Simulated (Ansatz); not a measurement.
Runs of Ansatz 0.2.0 on Bi2Te3 (Tellurobismuthite). It takes space group R-3m (No. 166, trigonal). The conventional cell has a = 4.386 Å, b = 4.386 Å, c = 30.497 Å, α = 90.00°, β = 90.00°, γ = 120.00°. Around Bi (site symmetry 3m) lie 6 Te at 3.07 to 3.25 Å. Te (site symmetry 3m) has 3 Bi at 3.07 Å as nearest neighbours. Te (site symmetry -3m) has 6 Bi at 3.25 Å as nearest neighbours. 

```tsv
level	cutoff (eV)	gap on the mesh (eV)	pressure (GPa)	largest force (eV/Å)
LDA	420	0.21	(c)	0.19
r2SCAN	500	0.52	1.3	0.29
BLYP	420	0.33	5.4	0.06
RPBE	420	0.34	(a)	0.04
PBEsol	420	(d)	(b)	0.11
revPBE	420	0.33	2.9	0.04
```

Alike in all rows: task band structure; potentials or basis Ansatz PAW; no spin polarisation; cell as given; k mesh 7 × 7 × 7; smearing fermi-dirac 0.05 eV.

Estimate the missing entries.

(a) 3.3; (b) -0.6; (c) -1.8; (d) 0.24.

Caveats: spin-orbit coupling is left out, which as a rule narrows the gap of such compounds by several tenths of an eV; the PAW data sets come from PBE, with cores solved anew for the run's functional, which leaves a small shift of forces and pressure.

A k mesh can miss the band edges, and the runs leave out spin-orbit coupling on Bi, Te.

Runs at the PBE level aren't shown here.
